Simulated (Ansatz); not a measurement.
Course of a relaxation: Ge

A trial structure of Ge was built thus: random cell by space group and Wyckoff sites (P6/mmm, No. 191). Its size is a rough estimate.

```
Ge
1.0
     3.13344    0.00000    0.00000
    -1.56672    2.71364    0.00000
     0.00000    0.00000    5.15649
Ge
2
Direct
  0.00000 0.00000 0.73494
  0.00000 0.00000 0.26506
```

Method: Ansatz 0.2.0, DFT PBE, scalar-relativistic, plane waves, PAW. Cutoff 420 eV, Gaussian smearing, Γ-centred meshes. Cell and atoms relax first on a coarse mesh and then on a finer one. In between, the cell is made exact in the group found at 0.06 Å. In metals the finer mesh still leaves noise of several meV/atom or more. The steps can't lower the symmetry of their start. No spin polarisation.

Steps on the 6×6×4 mesh (2 atoms, 9 steps). The free energy counts from the last step; the plane-wave basis is renewed at times, which shifts energy and pressure.

```csv
step,ΔF (meV/atom),V (Å³/atom),P (GPa),largest force component (eV/Å)
1,256.2,21.92,-4.04,1.231
2,147.6,19.56,0.66,0.260
3,131.2,19.28,1.93,0.009
4,35.1,19.30,1.37,0.157
5,8.3,19.17,2.16,0.106
6,71.2,21.70,-4.70,0.490
7,0.2,19.61,0.18,0.006
8,-0.1,19.65,0.07,0.000
9,0.0,19.65,0.12,0.000
```

The relaxed structure, after a last relaxation on the converged mesh:

```
Ge
1.0
     2.87887    0.00000    0.00000
    -1.43943    2.49317    0.00000
     0.00000    0.00000    2.69343
Ge
1
Direct
  0.00000 0.00000 0.50000
```

The symmetry stays P6/mmm (No. 191). The end has the simple hexagonal type. The volume per atom shrinks by 11.8 %, from 21.9 to 19.3 Å³. The shortest distance goes from 2.42 Å (Ge–Ge) to 2.69 Å (Ge–Ge). The ratio c/a of the conventional cell changes by a factor of 0.57. The energy falls by about 0.25 eV/atom (the start's value is from the coarse mesh). The end is written in a standard setting, so origin, axes and order of atoms can differ from the start's. Ge has 2 Ge at 2.69 Å and 6 Ge at 2.88 Å.

* Volume per atom: 19.33 Å³
* Density: 6.24 g/cm³
* Energy over the standard state: +0.24 eV/atom
* Gap on the 24×24×20 mesh of the 1-atom cell: 0 eV (a metal)

Energies count from the standard state of Ge at the same level.

The last run used Gaussian smearing of 0.10 eV. Symmetry constrained the relaxation, so the result can be a saddle point. In all, the 3 runs took 120 s on 1 thread of Intel(R) Xeon(R) Processor @ 2.50GHz (Skylake/Cascade Lake), on a shared host.
